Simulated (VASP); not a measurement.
A run of VASP 6.6.1 is set up as follows.

Contents of INCAR:

```
SYSTEM = ZrS2
ALGO = Normal
EDIFF = 1E-6
EDIFFG = -0.01
ENCUT = 600
IBRION = 2
ISIF = 3
ISMEAR = 0
LASPH = .TRUE.
LATTICE_CONSTRAINTS = .TRUE. .TRUE. .FALSE.
LCHARG = .FALSE.
LREAL = .FALSE.
LWAVE = .FALSE.
NELM = 80
NSW = 90
PREC = Accurate
SIGMA = 0.03
```

File KPOINTS:

```
k-points
0
G
  9 9 1
  0 0 0
```

File POSCAR:

```
ZrS2
1.0
    3.6913825500      0.0000000000      0.0000000000
   -1.8456912700      3.1968310600      0.0000000000
    0.0000000000      0.0000000000     26.9155419100
S Zr
4 2
Direct
    0.6666666700      0.3333333400      0.3343793000
    0.3333333300      0.6666666600      0.4411750300
    0.6666666700      0.3333333400      0.5588249700
    0.3333333300      0.6666666600      0.6656207000
    0.0000000000      0.0000000000      0.3877771600
    0.0000000000      0.0000000000      0.6122228400
```

Potentials or basis: VASP PAW LDA potentials, release 64 (S, Zr_sv).

Command:

```bash
$ cat potpaw_LDA.64/S/POTCAR potpaw_LDA.64/Zr_sv/POTCAR > POTCAR
$ mpirun -np 1 vasp_std > vasp.out
```

Task: What does it give for the band gap on the k mesh?

Result: 0.87 eV, indirect (least direct gap 1.52 eV).

Task: Predict the space group after relaxing (to 0.05 Å).

Result: P-3m1 (No. 164).

Task: Estimate the relaxed cell.

Result: a = 3.602 Å, b = 3.602 Å, c = 26.916 Å, α = 90.00°, β = 90.00°, γ = 120.00°.

Final structure:
```
S Zr
1.0
     3.60157    0.00000    0.00000
    -1.80078    3.11905    0.00000
     0.00000    0.00000   26.91554
S Zr
4 2
Direct
  0.66667 0.33333 0.34128
  0.33333 0.66667 0.44882
  0.66667 0.33333 0.55118
  0.33333 0.66667 0.65872
  0.00000 0.00000 0.39493
  0.00000 0.00000 0.60507
```
